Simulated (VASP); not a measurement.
# Mg (P6/mmm) in VASP: further runs

The runs below take Mg through single point, with RPBE.

All numbers are computed with VASP 6.6.1; they aren't measurements. Logs are shortened: lines on timing, memory, paths and dates and some standing lists are left out, and cuts for length are marked.

### Step 1. Starting point

It takes space group P6/mmm (No. 191, hexagonal). The conventional cell has a = 5.160 Å, b = 5.160 Å, c = 3.130 Å, α = 90.00°, β = 90.00°, γ = 120.00°. Mg (site symmetry 6/mmm) has 14 Mg at 3.13 to 3.37 Å as nearest neighbours. Around Mg (site symmetry -6m2) lie 11 Mg at 2.98 to 3.37 Å.

This isn't the form of Mg at room conditions, which is hcp.

### Step 2. Single point, RPBE

Input file INCAR:

```
PREC = Accurate
ENCUT = 520
EDIFF = 1E-6
ISMEAR = -1
SIGMA = 0.1
LREAL = False
LASPH = True
NELM = 60
ALGO = Normal
ISIF = 2
LWAVE = False
LCHARG = False
GGA = RP
NBANDS = 10
```

Input file KPOINTS:

```
Automatic mesh
0
Gamma
  9 9 13
```

Input file POSCAR:

```
Mg
1.0
    5.1604118242      0.0000000000      0.0000000000
   -2.5802059121      4.4690477337      0.0000000000
    0.0000000000      0.0000000000      3.1302746156
Mg
3
Direct
    0.0000000000      1.0000000000      0.0000000000
    0.3333333333      0.6666666667      0.5000000000
    0.6666666667      0.3333333333      0.5000000000
```

Potentials or basis: VASP PAW PBE potentials, release 64 (Mg).

Launch:

```console
$ cat potpaw_PBE.64/Mg/POTCAR > POTCAR
$ mpirun -np 1 vasp_std > vasp.out
```

OUTCAR:

```text
PREC = Accurate
   ENCUT = 520
   EDIFF = 1E-6
   ISMEAR = -1
   LREAL = False
   LASPH = True
   NELM = 60
   ISIF = 2
   GGA = RP

 ion  position               nearest neighbor table
   1  0.000  0.000  0.000-   2 3.37   3 3.37   2 3.37   3 3.37   2 3.37   2 3.37   3 3.37   3 3.37
                             3 3.37   3 3.37   2 3.37   2 3.37
   2  0.333  0.667  0.500-   3 2.98   3 2.98   3 2.98   1 3.37   1 3.37   1 3.37   1 3.37   1 3.37
                             1 3.37
   3  0.667  0.333  0.500-   2 2.98   2 2.98   2 2.98   1 3.37   1 3.37   1 3.37   1 3.37   1 3.37
                             1 3.37

  LATTYP: Found a hexagonal cell.
 ALAT       =     5.1604118242
 C/A-ratio  =     0.6065939546

  Lattice vectors:

 A1 = (   5.1604118242,   0.0000000000,   0.0000000000)
 A2 = (  -2.5802059121,   4.4690477337,   0.0000000000)
 A3 = (   0.0000000000,   0.0000000000,   3.1302746156)

Analysis of symmetry for initial positions (statically):
=====================================================================
 Subroutine PRICEL returns:
 Original cell was already a primitive cell.

 Routine SETGRP: Setting up the symmetry group for a
 hexagonal supercell.

 Subroutine GETGRP returns: Found 24 space group operations
 (whereof 24 operations were pure point group operations)
 out of a pool of 24 trial point group operations.

The static configuration has the point symmetry D_6h.

Analysis of symmetry for dynamics (positions and initial velocities):
=====================================================================
 Subroutine PRICEL returns:
 Original cell was already a primitive cell.

 Routine SETGRP: Setting up the symmetry group for a
 hexagonal supercell.

 Subroutine GETGRP returns: Found 24 space group operations
 (whereof 24 operations were pure point group operations)
 out of a pool of 24 trial point group operations.

The dynamic configuration has the point symmetry D_6h.

 Subroutine INISYM returns: Found 24 space group operations
 (whereof 24 operations are pure point group operations),
 and found     1 'primitive' translations

----------------------------------------------------------------------------------------

                                     Primitive cell

  volume of cell :      72.1908

  direct lattice vectors                    reciprocal lattice vectors
     5.160411824  0.000000000  0.000000000     0.193782984  0.111880658  0.000000000
    -2.580205912  4.469047734  0.000000000     0.000000000  0.223761316  0.000000000
     0.000000000  0.000000000  3.130274616     0.000000000  0.000000000  0.319460789

  length of vectors
     5.160411824  5.160411824  3.130274616     0.223761316  0.223761316  0.319460789

  position of ions in fractional coordinates (direct lattice)
     0.000000000  0.000000000  0.000000000
     0.333333333  0.666666667  0.500000000
     0.666666667  0.333333333  0.500000000

  ion indices of the primitive-cell ions
   primitive index   ion index
                 1           1
                 2           2
                 3           3

----------------------------------------------------------------------------------------

 KPOINTS: Automatic mesh

Automatic generation of k-mesh.
 Grid dimensions read from file:
 generate k-points for:    9    9   13

 Generating k-lattice:

  Cartesian coordinates                     Fractional coordinates (reciprocal lattice)
     0.021531443  0.012431184  0.000000000     0.111111111  0.000000000  0.000000000
     0.000000000  0.024862368  0.000000000     0.000000000  0.111111111  0.000000000
     0.000000000  0.000000000  0.024573907     0.000000000  0.000000000  0.076923077

  Length of vectors
     0.024862368  0.024862368  0.024573907

  Shift w.r.t. Gamma in fractional coordinates (k-lattice)
     0.000000000  0.000000000  0.000000000

 Subroutine IBZKPT returns following result:
 ===========================================

 Found     84 irreducible k-points:

 Following reciprocal coordinates:
            Coordinates               Weight
  0.000000  0.000000  0.000000      1.000000
  0.111111  0.000000  0.000000      6.000000
  0.222222 -0.000000  0.000000      6.000000
  0.333333 -0.000000  0.000000      6.000000
  0.444444 -0.000000  0.000000      6.000000
  0.111111  0.111111  0.000000      6.000000
[... 16 lines left out ...]
  0.333333  0.222222  0.076923     24.000000
  0.333333  0.333333  0.076923      4.000000
 [... further k-points ...]
   k-points           NKPTS =     84   k-points in BZ     NKDIM =     84   number of bands    NBANDS=     10
   number of dos      NEDOS =    301   number of ions     NIONS =      3
   total plane-waves  NPLWV =  38400
   dimension x,y,z NGX =    40 NGY =   40 NGZ =   24
   dimension x,y,z NGXF=    80 NGYF=   80 NGZF=   48
   ions per type =               3
   NGX,Y,Z   is equivalent  to a cutoff of  12.89, 12.89, 12.75 a.u.
   NGXF,Y,Z  is equivalent  to a cutoff of  25.77, 25.77, 25.49 a.u.
 SYSTEM =  unknown system
   PREC   = accura    normal or accurate (medium, high low for compatibility)
   ISTART =      0    job   : 0-new  1-cont  2-samecut
   ICHARG =      2    charge: 1-file 2-atom 10-const
   ISPIN  =      1    spin polarized calculation?
   LNONCOLLINEAR =      F non collinear calculations
   LSORBIT =      F    spin-orbit coupling
   LASPH  =      T    aspherical Exc in radial PAW
   ENCUT  =  520.0 eV  38.22 Ry    6.18 a.u.   9.59  9.59  5.82*2*pi/ulx,y,z
   NELM   =     60;   NELMIN=  2; NELMDL= -5     # of ELM steps
   EDIFF  = 0.1E-05   stopping-criterion for ELM
   LREAL  =      F    real-space projection
   EDIFFG = 0.1E-04   stopping-criterion for IOM
   NSW    =      0    number of steps for IOM
   IBRION =     -1    ionic relax: 0-MD 1-quasi-New 2-CG
   NFREE  =      0    steps in history (QN), initial steepest desc. (CG)
   ISIF   =      2    stress and relaxation
   ISYM   =      2    0-nonsym 1-usesym 2-fastsym
   POTIM  = 0.5000    time-step for ionic-motion
   TEBEG  =    0.0;   TEEND  =   0.0 temperature during run
   PSTRESS=    0.0 pullay stress
   NELECT =       6.0000    total number of electrons
   NUPDOWN=      -1.0000    fix difference up-down
   EMIN   =  10.00;   EMAX   =-10.00  energy-range for DOS
   EFERMI =   0.00;   METHOD = LEGACY
   ISMEAR =    -1;   SIGMA  =   0.10  broadening in eV -4-tet -1-fermi 0-gaus
   EFERMI_NEDOS =   21; number of points for ismear=-14 and -15
   IALGO  =     38    algorithm
   IMIX   =      4    mixing-type and parameters
     AMIX     =   0.40;   BMIX     =  1.00
     AMIX_MAG =   1.60;   BMIX_MAG =  1.00
  volume/ion in A,a.u.               =      24.06       162.39
  Fermi-wavevector in a.u.,A,eV,Ry     =   0.714438  1.350092  6.944712  0.510422
  Thomas-Fermi vector in A             =   1.802338
   LORBIT       =      0    0 simple, 1 ext, 2 COOP (PROOUT), +10 PAW based schemes
   GGA     = RP    functional components
   LHFCALC =     F    Hartree Fock is set to
   AEXX    =    0.0000 exact exchange contribution
   IVDW    =     0    specifies the selected vdW correction
   LEPSILON=     F    determine dielectric tensor
   LRPA    =     F    only Hartree local field effects (RPA)
 non-spin polarized calculation
  energy-cutoff  :      520.00
  volume of cell :       72.19
 maximum number of plane-waves:      1968
 NGX is ok and might be reduce to    40
   NGX = 19   NGY = 19   NGZ = 11

 number of electron       6.0000000 magnetization

 Free energy of the ion-electron system (eV)
  ---------------------------------------------------
  ext. energy  EPLUGINS =         0.00000000
  ---------------------------------------------------
  free energy    TOTEN  =        -3.87512367 eV

  energy without entropy =       -3.83296138  energy(sigma->0) =       -3.85404252

 E-fermi :   2.5370     XC(G=0):  -8.2504

 val. band max:        2.5354541704   @ k =   0.3333   0.3333   0.4615
 cond. band min:       2.5541567243   @ k =   0.3333  -0.0000   0.2308
 fundamental gap:      0.0187025539
 Fermi energy:         2.5370286637

 k-point     1 :       0.0000    0.0000    0.0000
  band No.  band energies     occupation
      1      -4.2334      2.00000
      2       2.7444      0.22326
      3       2.7444      0.22326
      4       2.7986      0.13628
      5       2.7986      0.13628
      6       3.7906      0.00001
      7       3.8531      0.00000
      8      10.2679      0.00000
      9      10.7435      0.00000
     10      15.5506      0.00000

 k-point     2 :       0.1111    0.0000    0.0000
  band No.  band energies     occupation
      1      -4.1401      2.00000
      2       1.5343      1.99991
      3       2.0847      1.97853
      4       2.6253      0.58512
      5       3.6314      0.00004
      6       4.4470      0.00000
      7       4.9013      0.00000
      8      10.3460      0.00000
      9      10.8123      0.00000
     10      14.3197      0.00000

 k-point     3 :       0.2222   -0.0000    0.0000
  band No.  band energies     occupation
      1      -3.8609      2.00000
      2       0.2305      2.00000
      3       1.5708      1.99987
      4       2.1324      1.96561
      5       4.6640      0.00000
      6       5.4585      0.00000
      7       6.6437      0.00000
      8      10.5806      0.00000
      9      10.9705      0.00000
     10      12.3865      0.00000
[... 248 lines left out ...]
 k-point    23 :       0.3333    0.2222    0.0769
  band No.  band energies     occupation
      1      -2.3868      2.00000
      2      -1.5662      2.00000
      3      -0.7536      2.00000
      4       4.0670      0.00000
      5       5.6138      0.00000
      6       7.1454      0.00000
      7       9.7038      0.00000
      8      10.0148      0.00000
      9      10.5333      0.00000
     10      11.2234      0.00000

 k-point    24 :       0.3333    0.3333    0.0769
  band No.  band energies     occupation
      1      -1.6623      2.00000
      2      -1.6544      2.00000
      3      -1.6544      2.00000
      4       5.4702      0.00000
      5       5.5644      0.00000
      6       5.5644      0.00000
      7      10.3068      0.00000
      8      10.3068      0.00000
      9      10.5103      0.00000
     10      12.4220      0.00000

 [... further k-points ...]

------------------------ aborting loop because EDIFF is reached ----------------------------------------

  FORCE on cell =-STRESS in cart. coord.  units (eV):
  Direction    XX          YY          ZZ          XY          YZ          ZX
  --------------------------------------------------------------------------------------
  -------------------------------------------------------------------------------------
  Total       -0.0921573     -0.0921573     -0.0824106      0.0000000      0.0000000      0.0000000
  in kB       -2.0453080     -2.0453080     -1.8289916      0.0000000      0.0000000      0.0000000
  external PRESSURE =      -1.9732025 kB  Pullay stress =       0.0000000 kB

 VOLUME and BASIS-vectors are now :
 -----------------------------------------------------------------------------
  energy-cutoff  :      520.00
  volume of cell :       72.19
      direct lattice vectors                 reciprocal lattice vectors
     5.160411824  0.000000000  0.000000000     0.193782984  0.111880658  0.000000000
    -2.580205912  4.469047734  0.000000000     0.000000000  0.223761316  0.000000000
     0.000000000  0.000000000  3.130274616     0.000000000  0.000000000  0.319460789

 POSITION                                       TOTAL-FORCE (eV/Angst)
 -----------------------------------------------------------------------------------
      0.00000      0.00000      0.00000        -0.000000      0.000000      0.000000
     -0.00000      2.97937      1.56514         0.000000      0.000000     -0.000000
      2.58021      1.48968      1.56514        -0.000000      0.000000      0.000000
 -----------------------------------------------------------------------------------
    total drift:                                0.000000     -0.000000     -0.000000

  FREE ENERGIE OF THE ION-ELECTRON SYSTEM (eV)
  ---------------------------------------------------
  free  energy   TOTEN  =        -3.8751236705 eV

  energy  without entropy=       -3.8329613771  energy(sigma->0) =       -3.85404252
```

Run time: 23 s. Hardware: 1 thread of Intel Xeon 6975P-C (Granite Rapids), shared host; peak memory 0.2 GiB.

Results:

```yaml
Free_energy: -3.8751 eV
Pressure: -0.2 GPa
Band_gap_on_the_k_mesh: none (metal or under the smearing width)
```

Levels at points of the mesh, in eV from the Fermi level:
| k point | band 1 | band 2 | band 3 | band 4 | band 5 | band 6 |
| --- | --- | --- | --- | --- | --- | --- |
| (0.00, 0.00, 0.00) | -6.77 | 0.21 | 0.21 | 0.26 | 0.26 | 1.25 |

Caveat: the PAW data sets were made with another functional, which shifts forces and pressure a little.

### Step 3. Single point, RPBE

This run uses another cell than the first one, of 25.03 Å³/atom, 1.040 times its volume.

Input file INCAR:

```
ALGO = Normal
EDIFF = 1E-7
ENCUT = 520
GGA = RP
ISIF = 2
ISMEAR = -1
LASPH = True
LCHARG = False
LREAL = False
LWAVE = False
NBANDS = 10
NELM = 100
PREC = Accurate
SIGMA = 0.1
```

Input file KPOINTS:

```
k-points
0
Gamma
  8 8 11
```

Input file POSCAR:

```
Mg
1.0
    5.2283197672      0.0000000000      0.0000000000
   -2.6141598836      4.5278577375      0.0000000000
    0.0000000000      0.0000000000      3.1714671634
Mg
3
Direct
    0.0000000000      1.0000000000      0.0000000000
    0.3333333333      0.6666666667      0.5000000000
    0.6666666667      0.3333333333      0.5000000000
```

Potentials or basis: VASP PAW PBE potentials, release 64 (Mg).

Launch:

```console
$ cat potpaw_PBE.64/Mg/POTCAR > POTCAR
$ mpirun -np 1 vasp_std > vasp.out
```

It took 20 s on 1 thread of Intel Xeon 6975P-C (Granite Rapids), shared host; peak memory 0.19 GiB.

Results (log left out):

| Quantity | Value |
| --- | --- |
| Free energy | -3.8642 eV |
| Pressure | -1.4 GPa |
| Band gap on the k mesh | none (metal or under the smearing width) |

Stress tensor (GPa, compression positive):
```
-1.48  0.00  0.00
 0.00 -1.48  0.00
 0.00  0.00 -1.12
```

Levels at points of the mesh, in eV from the Fermi level:
| k point | band 1 | band 2 | band 3 | band 4 | band 5 | band 6 |
| --- | --- | --- | --- | --- | --- | --- |
| (0.00, 0.00, 0.00) | -6.60 | 0.24 | 0.24 | 0.29 | 0.29 | 1.17 |
| (0.50, 0.00, 0.00) | -4.77 | -4.77 | -1.43 | -0.96 | 5.32 | 5.44 |

Caveat: the PAW data sets were made with another functional, which shifts forces and pressure a little.

### Step 4. Single point, RPBE

This run uses another cell than the first one, of 22.14 Å³/atom, 0.920 times its volume.

Input file INCAR:

```
SYSTEM = Mg
ALGO     = Normal         ! electronic algorithm
EDIFF    = 1E-7           ! SCF threshold, eV
ENCUT    = 520            ! plane-wave cutoff, eV
GGA      = RP             ! functional
ISIF     = 2              ! what is computed and relaxed
ISMEAR   = -1             ! smearing method
LASPH    = .True.         ! aspherical terms in the spheres
LCHARG   = .False.        ! write CHGCAR
LREAL    = .False.        ! projectors in reciprocal space
LWAVE    = .False.        ! write WAVECAR
NBANDS   = 10             ! bands
NELM     = 60             ! most SCF steps
PREC     = Accurate       ! precision mode
SIGMA    = 0.1            ! smearing width, eV
```

Input file KPOINTS:

```
k-points
0
Gamma
  8 8 11
  0 0 0
```

Input file POSCAR:

```
Mg
1.0
    5.0189588789      0.0000000000      0.0000000000
   -2.5094794394      4.3465458897      0.0000000000
    0.0000000000      0.0000000000      3.0444701141
Mg
3
Direct
    0.0000000000      1.0000000000      0.0000000000
    0.3333333333      0.6666666667      0.5000000000
    0.6666666667      0.3333333333      0.5000000000
```

Launch:

```console
$ cat potpaw_PBE.64/Mg/POTCAR > POTCAR
$ mpirun -np 1 vasp_std > vasp.out
```

Wall time 18 s (1 thread of Intel Xeon 6975P-C (Granite Rapids), shared host); peak memory 0.2 GiB.

It converged, with:

```
Free energy            : -3.8330 eV
Pressure               : 2.9 GPa
Band gap on the k mesh : none (metal or under the smearing width)
```

Stress tensor (GPa, compression positive):
```
2.90 0.00 0.00
0.00 2.90 0.00
0.00 0.00 3.04
```

Levels at points of the mesh, in eV from the Fermi level:
```
           k point  band 1  band 2  band 3  band 4  band 5  band 6  band 7
(0.00, 0.00, 0.00)   -7.12    0.17    0.17    0.22    0.22    1.48    1.56
(0.50, 0.00, 0.00)   -5.15   -5.14   -1.62   -0.94    5.64    5.75    6.48
```

Caveat: the PAW data sets were made with another functional, which shifts forces and pressure a little.

### Step 5. Summary

| cell | k mesh | gap on the mesh (eV) | pressure (GPa) |
| --- | --- | --- | --- |
| P6/mmm, 24.06 Å³/atom | 9 × 9 × 13 | none | -0.2 |
| P6/mmm, 25.03 Å³/atom | 8 × 8 × 11 | none | -1.4 |
| P6/mmm, 22.14 Å³/atom | 8 × 8 × 11 | none | 2.9 |

Alike in all rows: task single point; level RPBE; potentials or basis VASP PAW PBE potentials, release 64 (Mg); no spin polarisation; cutoff (eV) 520; smearing fermi-dirac 0.1 eV.

Every run on the cell as given and a fine mesh finds a metal.

Caveats: the PAW data sets were made with another functional, which shifts forces and pressure a little.

Total energies depend on the potentials used, so only differences within one code and one set of settings carry meaning.
